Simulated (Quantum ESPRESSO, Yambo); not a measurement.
An input for Quantum ESPRESSO 7.5 (ZrSe2 (1T monolayer)):

```
&control
  calculation = 'bands'
  prefix = 'x'
  outdir = 'o'
  pseudo_dir = 'pseudo'
/
&system
  ibrav = 0
  nat = 3
  ntyp = 2
  ecutwfc = 104.0
  nbnd = 36
  force_symmorphic = .true.
/
&electrons
  conv_thr = 1e-9
  electron_maxstep = 80
  diago_full_acc = .true.
  diago_thr_init = 5e-6
/
ATOMIC_SPECIES
  Zr 91.224 Zr.upf
  Se 78.971 Se.upf
CELL_PARAMETERS angstrom
  3.8082320812 0.0000000002 0.0000000000
  -1.9041160408 3.2980257257 0.0000000000
  0.0000000000 0.0000000000 16.0000000000
ATOMIC_POSITIONS crystal
  Zr 0.0000000000 0.0000000000 0.5000000000
  Se 0.3333333333 0.6666666667 0.5985386352
  Se 0.6666666667 0.3333333333 0.4014613648
K_POINTS crystal
  25
  0.00000000 0.00000000 0.00000000 1
  0.06250000 0.00000000 0.00000000 1
  0.12500000 0.00000000 0.00000000 1
  0.18750000 0.00000000 0.00000000 1
  0.25000000 0.00000000 0.00000000 1
  0.31250000 0.00000000 0.00000000 1
  0.37500000 0.00000000 0.00000000 1
  0.43750000 0.00000000 0.00000000 1
  0.50000000 0.00000000 0.00000000 1
  0.47916667 0.04166667 0.00000000 1
  0.45833333 0.08333333 0.00000000 1
  0.43750000 0.12500000 0.00000000 1
  0.41666666 0.16666666 0.00000000 1
  0.39583333 0.20833333 0.00000000 1
  0.37500000 0.25000000 0.00000000 1
  0.35416666 0.29166666 0.00000000 1
  0.33333333 0.33333333 0.00000000 1
  0.29166666 0.29166666 0.00000000 1
  0.25000000 0.25000000 0.00000000 1
  0.20833333 0.20833333 0.00000000 1
  0.16666666 0.16666666 0.00000000 1
  0.12500000 0.12500000 0.00000000 1
  0.08333333 0.08333333 0.00000000 1
  0.04166667 0.04166667 0.00000000 1
  0.00000000 0.00000000 0.00000000 1
```

```sh
OMP_NUM_THREADS=1 mpirun -n 8 pw.x -nk 8 -in pw.in > pw.out
```

**Question.** Estimate wall time and host memory on 8 MPI ranks of Intel Xeon 6975P-C (Granite Rapids), shared host.

It took 16 s; on shared hardware allow 7.8 s to 31 s. Peak host memory was 1.5 GiB.

[Paths, hosts, dates, memory and timing lines, banners, echoed tables and standing remarks are left out of the program output.]

[Logs are printed without paths, hosts, clocks, repeated set-up lines and the standing remarks that a program may print on its own settings, such as how far it seeks lower states.]

[Runs of the session that timed out or met a known fault of the program may be left out.]

[Hosts, paths, dates, database ids (printed as entryN), source tags and the programs' standing remarks are cut or masked in the printed files.]
